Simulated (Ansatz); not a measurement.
# Ionic part of the dielectric constant of Be₂C, mode by mode

Computed with DFT PBEsol, scalar-relativistic, plane waves, PAW in Ansatz 0.2.0. Settings: 420 eV plane-wave cutoff, Γ-centred 12×12×12 mesh, fixed occupations. No spin polarisation. Phonons by linear response, acoustic sum rule imposed.

The structure is cubic, space group Fm-3m (No. 225). Conventional cell: a = 4.311 Å, b = 4.311 Å, c = 4.311 Å, α = 90.00°, β = 90.00°, γ = 90.00°. C (site symmetry m-3m) is surrounded by 8 Be at 1.87 Å. Around Be (site symmetry -43m) lie 4 C at 1.87 Å.

The cell is the ideal cubic antifluorite prototype; whether it is the stable structure of this composition wasn't checked.

The primitive cell has V = 20.03 Å³ and ε∞,zz = 6.983. Each polar mode adds Δε = (4.92064×10⁷/V)·S/ν² along z, with S its oscillator strength in e²/amu, ν in cm⁻¹ and V in Å³.

Question: From these modes, find each Δε and ε0,zz.
| ν (cm⁻¹) | S_zz (e²/amu) |
| --- | --- |
| 653.9 | 1.295 |

Answer:
```tsv
ν (cm⁻¹)	Δε
653.9	7.44
```

The sum is 7.441, so ε0,zz = 14.42; the run's tensor has 14.42.

Question: Where do the longitudinal modes lie for a wave vector along z?

Answer: At 940 cm⁻¹. The Lyddane–Sachs–Teller product Π(ν_LO/ν_TO)² = 2.07 matches ε0/ε∞ = 2.07.